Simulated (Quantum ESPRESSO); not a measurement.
# Sn (I4_1/amd) in Quantum ESPRESSO: band structure with PBEsol

Aim: the band structure of Sn with PBEsol.

All numbers are computed with Quantum ESPRESSO 7.5; they aren't measurements. Logs are shortened: lines on timing, memory, paths and dates and some standing lists are left out, and cuts for length are marked.

## (1) The structure

The structure is tetragonal, space group I4_1/amd (No. 141). Conventional cell: a = 5.880 Å, b = 5.880 Å, c = 3.199 Å, α = 90.00°, β = 90.00°, γ = 90.00°. Sn (site symmetry -4m2) has 6 Sn at 3.05 to 3.20 Å as nearest neighbours.

## (2) Band structure, PBEsol

Input file pw.in:

```
&CONTROL
  calculation = 'scf'
  prefix = 'pwscf'
  outdir = './tmp'
  pseudo_dir = './pseudo'
  tprnfor = .true.
  tstress = .true.
  disk_io = 'low'
/
&SYSTEM
  ibrav = 0
  celldm(1) = 8
  nat = 2
  ntyp = 1
  ecutwfc = 68
  ecutrho = 544
  nbnd = 21
  occupations = 'smearing'
  smearing = 'fd'
  degauss = 0.00367493
/
&ELECTRONS
  conv_thr = 4d-10
  electron_maxstep = 120
  mixing_beta = 0.5
/
ATOMIC_SPECIES
Sn   118.7100 sn_pbesol_v1.4.uspp.F.UPF
CELL_PARAMETERS alat
 -0.6945075285562   0.6945075285562   0.3777803436988
  0.6945075285562  -0.6945075285562   0.3777803436988
  0.6945075285562   0.6945075285562  -0.3777803436988
ATOMIC_POSITIONS crystal
Sn     0.0000000000    0.0000000000    0.0000000000
Sn     0.7500000000    0.2500000000    0.5000000000
K_POINTS automatic
9 9 9 0 0 0
```

Input file bands.in:

```
&CONTROL
  calculation = 'bands'
  prefix = 'pwscf'
  outdir = './tmp'
  pseudo_dir = './pseudo'
  disk_io = 'low'
  verbosity = 'high'
/
&SYSTEM
  ibrav = 0
  celldm(1) = 8
  nat = 2
  ntyp = 1
  ecutwfc = 68
  ecutrho = 544
  nbnd = 21
  occupations = 'smearing'
  smearing = 'fd'
  degauss = 0.00367493
/
&ELECTRONS
  conv_thr = 1d-08
  electron_maxstep = 120
  mixing_beta = 0.5
  diago_full_acc = .true.
  startingwfc = 'random'
/
ATOMIC_SPECIES
Sn   118.7100 sn_pbesol_v1.4.uspp.F.UPF
CELL_PARAMETERS alat
 -0.6945075285562   0.6945075285562   0.3777803436988
  0.6945075285562  -0.6945075285562   0.3777803436988
  0.6945075285562   0.6945075285562  -0.3777803436988
ATOMIC_POSITIONS crystal
Sn     0.0000000000    0.0000000000    0.0000000000
Sn     0.7500000000    0.2500000000    0.5000000000
K_POINTS crystal
60
 0.0000000000  0.0000000000  0.0000000000 1
 0.0000000000  0.0000000000  0.1000000000 1
 0.0000000000  0.0000000000  0.2000000000 1
 0.0000000000  0.0000000000  0.3000000000 1
 0.0000000000  0.0000000000  0.4000000000 1
 0.0000000000  0.0000000000  0.5000000000 1
-0.1000000000  0.1000000000  0.5000000000 1
-0.2000000000  0.2000000000  0.5000000000 1
-0.3000000000  0.3000000000  0.5000000000 1
-0.4000000000  0.4000000000  0.5000000000 1
-0.5000000000  0.5000000000  0.5000000000 1
-0.4375000000  0.4375000000  0.4375000000 1
-0.3750000000  0.3750000000  0.3750000000 1
-0.3125000000  0.3125000000  0.3125000000 1
-0.2500000000  0.2500000000  0.2500000000 1
-0.1875000000  0.1875000000  0.1875000000 1
-0.1250000000  0.1250000000  0.1250000000 1
-0.0625000000  0.0625000000  0.0625000000 1
 0.0000000000  0.0000000000  0.0000000000 1
 0.0323971565  0.0323971565 -0.0323971565 1
 0.0647943130  0.0647943130 -0.0647943130 1
 0.0971914695  0.0971914695 -0.0971914695 1
 0.1295886260  0.1295886260 -0.1295886260 1
 0.1619857825  0.1619857825 -0.1619857825 1
 0.1943829391  0.1943829391 -0.1943829391 1
 0.2267800956  0.2267800956 -0.2267800956 1
 0.2591772521  0.2591772521 -0.2591772521 1
 0.2915744086  0.2915744086 -0.2915744086 1
 0.3239715651  0.3239715651 -0.3239715651 1
 0.3116429709  0.3116429709 -0.2283096376 1
 0.2993143767  0.2993143767 -0.1326477101 1
 0.2869857825  0.2869857825 -0.0369857825 1
 0.2746571884  0.2746571884  0.0586761450 1
 0.2623285942  0.2623285942  0.1543380725 1
 0.2500000000  0.2500000000  0.2500000000 1
 0.1875000000  0.3125000000  0.1875000000 1
 0.1250000000  0.3750000000  0.1250000000 1
 0.0625000000  0.4375000000  0.0625000000 1
 0.0000000000  0.5000000000  0.0000000000 1
-0.0647943130  0.5352056870  0.0647943130 1
-0.1295886260  0.5704113740  0.1295886260 1
-0.1943829391  0.6056170609  0.1943829391 1
-0.2591772521  0.6408227479  0.2591772521 1
-0.3239715651  0.6760284349  0.3239715651 1
-0.3533096376  0.6466903624  0.3533096376 1
-0.3826477101  0.6173522899  0.3826477101 1
-0.4119857825  0.5880142175  0.4119857825 1
-0.4413238550  0.5586761450  0.4413238550 1
-0.4706619275  0.5293380725  0.4706619275 1
-0.5000000000  0.5000000000  0.5000000000 1
 0.0000000000  0.0000000000  0.5000000000 1
 0.0277777778  0.0277777778  0.4722222222 1
 0.0555555556  0.0555555556  0.4444444444 1
 0.0833333333  0.0833333333  0.4166666667 1
 0.1111111111  0.1111111111  0.3888888889 1
 0.1388888889  0.1388888889  0.3611111111 1
 0.1666666667  0.1666666667  0.3333333333 1
 0.1944444444  0.1944444444  0.3055555556 1
 0.2222222222  0.2222222222  0.2777777778 1
 0.2500000000  0.2500000000  0.2500000000 1
```

Potentials or basis: GBRV 1.5 PBEsol.

Command:

```sh
OMP_NUM_THREADS=1 mpirun -n 2 pw.x -nk 2 -in pw.in > pw.out
OMP_NUM_THREADS=1 mpirun -n 2 pw.x -nk 2 -in bands.in > bands.out
```

pw.out:

```text
This program is part of the open-source Quantum ESPRESSO suite
     for quantum simulation of materials; please cite
[... 6 lines left out ...]
     using ibrav=0 with symmetry is DISCOURAGED, use correct ibrav instead

     K-points division:     npool     =       2
     Subspace diagonalization in iterative solution of the eigenvalue problem:
     a serial algorithm will be used

     G-vector sticks info
     --------------------
     sticks:   dense  smooth     PW     G-vecs:    dense   smooth      PW
     Sum        2065    1031    315                79947    28247    4837

     Using Slab Decomposition

     bravais-lattice index     =            0
     lattice parameter (alat)  =       8.0000  a.u.
     unit-cell volume          =     373.1842 (a.u.)^3
     number of atoms/cell      =            2
     number of atomic types    =            1
     number of electrons       =        28.00
     number of Kohn-Sham states=           21
     kinetic-energy cutoff     =      68.0000  Ry
     charge density cutoff     =     544.0000  Ry
     scf convergence threshold =      4.0E-10
     mixing beta               =       0.5000
     number of iterations used =            8  plain     mixing
     Exchange-correlation= SLA  PW   PSX  PSC
                           (   1   4  10   8   0   0   0)

     celldm(1)=   8.000000  celldm(2)=   0.000000  celldm(3)=   0.000000
     celldm(4)=   0.000000  celldm(5)=   0.000000  celldm(6)=   0.000000

     crystal axes: (cart. coord. in units of alat)
               a(1) = (  -0.694508   0.694508   0.377780 )
               a(2) = (   0.694508  -0.694508   0.377780 )
               a(3) = (   0.694508   0.694508  -0.377780 )

     reciprocal axes: (cart. coord. in units 2 pi/alat)
               b(1) = ( -0.000000  0.719935  1.323520 )
               b(2) = (  0.719935 -0.000000  1.323520 )
               b(3) = (  0.719935  0.719935  0.000000 )

     PseudoPot. # 1 for Sn read from file:
     sn_pbesol_v1.4.uspp.F.UPF
     Pseudo is Ultrasoft + core correction, Zval = 14.0
     Generated by new atomic code, or converted to UPF format
     Using radial grid of  891 points,  6 beta functions with:
                l(1) =   0
                l(2) =   0
                l(3) =   1
                l(4) =   1
                l(5) =   2
                l(6) =   2
     Q(r) pseudized with  8 coefficients,  rinner =    1.350   1.350   1.350
                                                       1.350   1.350

     atomic species   valence    mass     pseudopotential
     Sn               14.00   118.71000     Sn( 1.00)

     16 Sym. Ops., with inversion, found ( 8 have fractional translation)

   Cartesian axes

     site n.     atom                  positions (alat units)
         1        Sn     tau(   1) = (   0.0000000   0.0000000   0.0000000  )
         2        Sn     tau(   2) = (   0.0000000   0.6945075   0.1888902  )

     number of k points=    75  Fermi-Dirac smearing, width (Ry)=  0.0037
                       cart. coord. in units 2pi/alat
        k(    1) = (   0.0000000   0.0000000   0.0000000), wk =   0.0027435
        k(    2) = (   0.0799927   0.0799927   0.0000000), wk =   0.0109739
        k(    3) = (   0.1599855   0.1599855   0.0000000), wk =   0.0109739
        k(    4) = (   0.2399782   0.2399782   0.0000000), wk =   0.0109739
        k(    5) = (   0.3199709   0.3199709   0.0000000), wk =   0.0109739
        k(    6) = (   0.0799927  -0.0000000   0.1470578), wk =   0.0219479
[... 67 lines left out ...]
        k(   74) = (   0.0000000   0.0000000   1.1764626), wk =   0.0054870
        k(   75) = (  -0.0000000   0.6399419   0.0000000), wk =   0.0109739

     Dense  grid:    79947 G-vectors     FFT dimensions: (  64,  64,  64)

     Smooth grid:    28247 G-vectors     FFT dimensions: (  48,  48,  48)

     Initial potential from superposition of free atoms

     starting charge      25.9999, renormalised to      28.0000
     Starting wfcs are   18 randomized atomic wfcs +    3 random wfcs

     Self-consistent Calculation

     iteration #  1     ecut=    68.00 Ry     beta= 0.50
     Davidson diagonalization with overlap
     ethr =  1.00E-02,  avg # of iterations =  8.6

     total energy              =    -317.32478435 Ry
     estimated scf accuracy    <       2.30061731 Ry

     iteration #  2     ecut=    68.00 Ry     beta= 0.50
     Davidson diagonalization with overlap
     ethr =  8.22E-03,  avg # of iterations =  2.0
[... 57 lines left out ...]
     total energy              =    -317.84010692 Ry
     estimated scf accuracy    <          2.1E-09 Ry

     iteration # 11     ecut=    68.00 Ry     beta= 0.50
     Davidson diagonalization with overlap
     ethr =  7.67E-12,  avg # of iterations =  2.0

     End of self-consistent calculation

          k = 0.0000 0.0000 0.0000 (  3523 PWs)   bands (ev):

   -11.2393 -11.1609 -11.1183 -11.1081 -10.9655 -10.9655 -10.9551 -10.9551
   -10.8725 -10.7678  -0.6912   6.5882   8.3863   8.3863  13.2943  16.4435
    16.4435  17.0529  17.1490  20.0665  20.7303

          k = 0.0800 0.0800 0.0000 (  3535 PWs)   bands (ev):

   -11.2296 -11.1625 -11.1144 -11.1101 -10.9702 -10.9602 -10.9525 -10.9515
   -10.8783 -10.7778  -0.5819   5.7874   8.5161   8.9803  13.8042  15.5257
    15.8458  17.0068  17.1455  20.6140  20.7385
[... 151 lines left out ...]
          k = 0.3200 0.3200 0.2941 (  3532 PWs)   bands (ev):

   -11.1280 -11.1066 -11.0915 -11.0797 -11.0055 -10.9686 -10.9352 -10.9350
   -10.9056 -10.8722   1.7846   2.7392  10.4429  10.9272  12.0721  12.4147
    13.0529  13.0721  19.5729  20.3462  21.0099

          k =-0.0000-0.0000 0.2941 (  3536 PWs)   bands (ev):

   -11.2258 -11.1015 -11.0762 -11.0140 -11.0140 -11.0009 -10.9733 -10.9733
   -10.8779 -10.7791   0.0549   7.2183   9.0463   9.0463  12.7252  12.7257
    13.9293  15.2688  15.2688  18.5475  18.5475

          k = 0.2400 0.1600 0.4412 (  3532 PWs)   bands (ev):

   -11.1828 -11.0857 -11.0571 -11.0525 -11.0284 -10.9881 -10.9410 -10.9147
   -10.8944 -10.8256   1.6740   5.2920   8.7891   9.6552  10.7080  12.2588
    14.1837  14.5695  16.6470  17.5414  18.1754
[... 25 lines left out ...]
          k = 0.4000 0.2400 0.5882 (  3542 PWs)   bands (ev):

   -11.1654 -11.1165 -11.0823 -11.0583 -11.0100 -10.9522 -10.9413 -10.8918
   -10.8641 -10.8464   3.7476   4.6019   6.6607   8.0634  11.8289  12.8434
    14.6411  14.8734  17.3011  17.6473  18.2085

          k =-0.0000-0.1600 0.5882 (  3546 PWs)   bands (ev):

   -11.1852 -11.0789 -11.0630 -11.0425 -11.0375 -11.0087 -10.9519 -10.9036
   -10.8534 -10.8072   2.4164   6.5505   8.1703   9.2176   9.4198  11.2173
    12.8878  14.2953  16.9320  17.9870  20.5908

          k = 0.0800-0.0800 0.5882 (  3551 PWs)   bands (ev):

   -11.1863 -11.0761 -11.0676 -11.0439 -11.0200 -11.0144 -10.9676 -10.8998
   -10.8538 -10.8027   2.3176   6.9944   7.9182   9.3427  10.0015  10.3185
    13.4521  13.4532  16.4778  19.3684  19.6606
[... 109 lines left out ...]
          k = 0.0000 0.0000 0.5882 (  3540 PWs)   bands (ev):

   -11.1847 -11.0682 -11.0682 -11.0630 -11.0076 -11.0076 -10.9831 -10.8955
   -10.8555 -10.7993   2.2170   7.4006   8.2675   9.4773   9.4773  10.0777
    13.3127  13.3127  15.8589  20.4467  20.4467

          k =-0.0000-0.0800 0.7353 (  3536 PWs)   bands (ev):

   -11.1645 -11.0690 -11.0645 -11.0382 -11.0177 -11.0089 -10.9875 -10.9110
   -10.8501 -10.8191   3.5106   5.7024   6.9194   8.4721   8.8881  11.3302
    14.1857  14.7211  17.6365  20.7637  21.6364

          k = 0.0000-0.1600 0.8823 (  3544 PWs)   bands (ev):

   -11.1487 -11.0726 -11.0513 -11.0279 -11.0133 -10.9965 -10.9808 -10.9296
   -10.8944 -10.8537   3.3508   4.4350   7.4169   7.4829   8.8715  12.7899
    15.4468  16.9396  20.1154  20.1262  21.3864
[... 31 lines left out ...]
          k =-0.5599-0.1600-0.1471 (  3540 PWs)   bands (ev):

   -11.1536 -11.1522 -11.0428 -11.0330 -10.9975 -10.9701 -10.9523 -10.9479
   -10.9230 -10.9056   2.2464   2.3130   7.3301   7.3974  12.7964  16.1715
    16.9273  17.2581  20.5253  21.0582  21.8567

          k =-0.0000 0.3200 0.0000 (  3525 PWs)   bands (ev):

   -11.1821 -11.1519 -11.1439 -11.0622 -10.9683 -10.9626 -10.9578 -10.9226
   -10.9112 -10.8388   0.1814   4.1462   6.8779  11.0209  12.7147  16.2603
    16.2717  16.3326  17.3696  21.0923  21.0999

          k = 0.0800 0.4000 0.0000 (  3529 PWs)   bands (ev):

   -11.1757 -11.1556 -11.1193 -11.0349 -10.9905 -10.9589 -10.9491 -10.9287
   -10.9157 -10.8709   0.7209   3.3585   6.8555   9.5992  13.9841  15.9240
    16.0233  17.1263  17.9470  21.1013  21.1276

          k = 0.1600 0.4800 0.0000 (  3541 PWs)   bands (ev):

   -11.1715 -11.1651 -11.0746 -11.0290 -11.0022 -10.9731 -10.9376 -10.9352
   -10.9115 -10.8982   1.4614   2.3717   7.4493   8.3950  14.9666  15.6075
    15.9552  16.3392  20.1059  20.9863  21.0717

          k =-0.0000-0.0000 0.8823 (  3536 PWs)   bands (ev):

   -11.1430 -11.0442 -11.0423 -11.0423 -11.0242 -10.9961 -10.9961 -10.9253
   -10.8977 -10.8575   3.7930   4.5566   7.2881   7.2881   7.5716  13.6587
    16.1461  16.1461  19.1333  21.8856  21.8856

          k = 0.0000-0.0800 1.0294 (  3548 PWs)   bands (ev):

   -11.1371 -11.1063 -11.0141 -11.0065 -11.0003 -10.9885 -10.9762 -10.9538
   -10.9434 -10.9012   3.1253   3.5563   6.4286   6.7566   9.7420  15.7407
    17.8872  18.1920  20.9786  21.0736  21.7475
[... 25 lines left out ...]
          k = 0.0000 0.0000 1.1765 (  3568 PWs)   bands (ev):

   -11.1558 -11.1542 -10.9968 -10.9921 -10.9753 -10.9753 -10.9600 -10.9580
   -10.9580 -10.9521   2.9008   3.0261   5.8003   5.8003  12.3794  17.4617
    19.3436  19.3436  21.4885  22.0105  22.0105

          k =-0.0000 0.6399 0.0000 (  3544 PWs)   bands (ev):

   -11.1730 -11.1718 -11.0093 -10.9849 -10.9819 -10.9743 -10.9618 -10.9500
   -10.9456 -10.9443   2.4975   2.8497   5.6588   6.0183  15.3516  15.3588
    18.8514  19.3269  21.9919  22.7251  23.0111

     the Fermi energy is    10.3225 ev

!    total energy              =    -317.84010692 Ry
     estimated scf accuracy    <          4.4E-12 Ry
     smearing contrib. (-TS)   =      -0.00054613 Ry
     internal energy E=F+TS    =    -317.83956080 Ry

     The total energy is F=E-TS. E is the sum of the following terms:
     one-electron contribution =    -113.28692931 Ry
     hartree contribution      =      76.62569977 Ry
     xc contribution           =     -85.10301336 Ry
     ewald contribution        =    -196.07531790 Ry

     convergence has been achieved in  11 iterations

     Forces acting on atoms (cartesian axes, Ry/au):

     atom    1 type  1   force =     0.00000000    0.00000000    0.00000000
     atom    2 type  1   force =     0.00000000    0.00000000    0.00000000

     Total force =     0.000000     Total SCF correction =     0.000000

     Computing stress (Cartesian axis) and pressure

          total   stress  (Ry/bohr**3)                   (kbar)     P=      -17.07
  -0.00010752   0.00000000   0.00000000          -15.82        0.00        0.00
   0.00000000  -0.00010752   0.00000000            0.00      -15.82        0.00
   0.00000000   0.00000000  -0.00013318            0.00        0.00      -19.59

=------------------------------------------------------------------------------=
   JOB DONE.
=------------------------------------------------------------------------------=
```

Wall time 2 min (2 MPI ranks of Arm Neoverse V2, shared host); peak memory 0.48 GiB.

What came out:

```
Free energy            : -4324.4350 eV
Pressure               : -1.7 GPa
Band gap on the k mesh : none (metal or under the smearing width)
```

Levels at the corners of the path, in eV from the Fermi level:
```
point  band 10  band 11  band 12  band 13  band 14  band 15  band 16  band 17  band 18  band 19
    Γ   -21.09   -11.01    -3.73    -1.94    -1.94     2.97     6.12     6.12     6.73     6.83
    X   -21.21    -8.81    -8.81     0.59     0.59     1.51     1.51     5.96     5.96     9.46
    M   -21.27    -7.53    -7.53    -4.72    -4.72     5.00     5.00     9.17     9.17    12.62
    Γ   -21.09   -11.01    -3.73    -1.94    -1.94     2.97     6.12     6.12     6.73     6.83
    Z   -21.17    -6.49    -5.57    -2.99    -2.85    -2.85     2.96     5.50     5.50     8.48
    P   -21.19    -5.96    -5.96    -3.46    -3.46     3.52     3.52     3.86     3.86     6.73
    N   -21.15    -6.89    -5.35    -2.35    -1.67    -1.11     2.25     2.80     4.58     7.13
   Z1   -21.17    -6.49    -5.57    -2.99    -2.85    -2.85     2.96     5.50     5.50     8.48
    M   -21.27    -7.53    -7.53    -4.72    -4.72     5.00     5.00     9.17     9.17    12.62
    X   -21.21    -8.81    -8.81     0.59     0.59     1.51     1.51     5.96     5.96     9.46
    P   -21.19    -5.96    -5.96    -3.46    -3.46     3.52     3.52     3.86     3.86     6.73
```

Caveat: some levels on the path didn't converge; spin-orbit coupling is left out, which moves the levels of the heavy elements.
